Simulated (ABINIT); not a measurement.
SrO:

```
CELL_PARAMETERS angstrom
0.00000 2.56630 2.56630
2.56630 0.00000 2.56630
2.56630 2.56630 0.00000
ATOMIC_POSITIONS crystal
Sr 0.50000 0.50000 0.50000
O 0.00000 0.00000 0.00000
```

Program: ABINIT 10.8.3 (patched build). Alike in all runs: cell as given; smearing fermi-dirac 0.05 eV.

Question: Order these runs on this cell by their pressure, lowest first.
A. level LDA; potentials or basis JTH PAW LDA v2.0; spin off; k mesh 9 × 9 × 9; cutoff (eV) 626; fine-grid cutoff 1224.51 eV
B. level revPBE; potentials or basis JTH PAW PBE v2.0; spin SOC, no magnetisation; k mesh 9 × 9 × 9; cutoff (eV) 626; fine-grid cutoff 1224.51 eV
C. level PBEsol; potentials or basis PseudoDojo NC SR PBEsol v0.4 stringent; spin off; k mesh 9 × 9 × 9; cutoff (eV) 1252
D. level r2SCAN; potentials or basis JTH PAW PBE v2.0; spin off; k mesh 7 × 7 × 7; cutoff (eV) 762; fine-grid cutoff 1360.57 eV

Answer: A (-4.1 GPa), C (-0.7 GPa), D (1.1 GPa), B (5.3 GPa).

Caveats: the PAW data sets were made with another functional, which shifts forces and pressure a little (some runs).

Runs at the PBE level aren't shown here.
